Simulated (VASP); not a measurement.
**C: relaxation of cell and atoms with PBE**

The system is C.

```
C
1.0
    -2.45005    2.45005    2.45005
     2.45005   -2.45005    2.45005
     2.45005    2.45005   -2.45005
C
6
Cartesian
  1.2250 3.0626 0.0000
  0.0000 1.2250 3.0626
  1.8375 2.4501 1.2250
  3.0626 0.0000 1.2250
  1.2250 1.8375 2.4501
  2.4501 1.2250 1.8375
```

The cell was built by a generator and needn't be a form met in nature.

- Program: VASP 6.6.1
- Task: relaxation of cell and atoms
- Functional: PBE
- Potentials or basis: VASP PAW PBE potentials, release 64 (C)
- Cutoff: 600 eV
- k mesh: 12 × 12 × 12
- Occupations: gaussian, width 0.1 eV
- Spin: no spin polarisation
- Dipole correction: no
- Further INCAR settings: ALGO = Normal; EDIFF = 1e-06; IBRION = 2; EDIFFG = -0.01; NSW = 100; ISIF = 3

```yaml
Relaxed_volume: 9.79 Å³/atom
Relaxed_cell: a = 4.241 Å, b = 4.241 Å, c = 4.241 Å, α = 109.47°, β = 109.47°, γ = 109.47°
Space_group_after_relaxing_to_0.05_Å: I4_132 (No. 214)
Energy_gained_by_relaxing: 0.0 meV/atom
Ionic_steps: 2
Pressure_after_relaxing: 0.2 GPa
Band_gap_on_the_k_mesh: none (metal or under the smearing width)
```

Final structure:
```
C
1.0
    -2.44874    2.44874    2.44874
     2.44874   -2.44874    2.44874
     2.44874    2.44874   -2.44874
C
6
Direct
  0.62500 0.25000 0.87500
  0.87500 0.62500 0.25000
  0.75000 0.62500 0.87500
  0.25000 0.87500 0.62500
  0.87500 0.75000 0.62500
  0.62500 0.87500 0.75000
```

Levels at points of the mesh, in eV from the Fermi level:
| k point | band 10 | band 11 | band 12 | band 13 | band 14 | band 15 |
| --- | --- | --- | --- | --- | --- | --- |
| (0.00, 0.00, 0.00) | -2.78 | -2.78 | -2.78 | 3.75 | 4.14 | 7.05 |
| (0.50, 0.00, 0.00) | -3.85 | -3.70 | -0.85 | 0.64 | 4.13 | 7.00 |
| (0.50, 0.50, 0.50) | -4.42 | -2.18 | 0.77 | 0.77 | 3.81 | 3.81 |

It took 75 s on 1 thread of Intel(R) Xeon(R) 6975P-C (Granite Rapids), with other jobs on the host, peak memory 0.22 GiB.
